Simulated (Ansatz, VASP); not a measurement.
## ScAl3: VASP beside Ansatz

```
Sc Al
1.0
     4.08554    0.00000    0.00000
     0.00000    4.08554    0.00000
     0.00000    0.00000    4.08554
Sc Al
1 3
Cartesian
  0.0000 0.0000 0.0000
  2.0428 0.0000 2.0428
  0.0000 2.0428 2.0428
  2.0428 2.0428 0.0000
```

Alike in both runs: functional r2SCAN; k mesh 10 × 10 × 10; occupations gaussian, width 0.1 eV; no spin polarisation.

Ansatz relaxed the structure, and its values are those at the end. VASP's run is a single point on that final structure, the one shown.

```csv
,VASP,Ansatz
version,VASP 6.6.1,Ansatz 0.2.0
potentials or method,"VASP PAW PBE potentials, release 64 (Sc_sv, Al)","scalar-relativistic, plane waves, PAW"
plane-wave cutoff (eV),520,500
valence electrons in the cell,20,20
```

|  | VASP | Ansatz | Ansatz less VASP |
| --- | --- | --- | --- |
| gap on the k mesh at the Fermi level (eV) | none | none | - |
| pressure (GPa) | 0.0 | 0.0 | 0.00 |

A gap of «none» marks a metal or a gap that the smearing closes.

Caveats: the PAW data sets were made with another functional, which shifts forces and pressure a little (VASP).
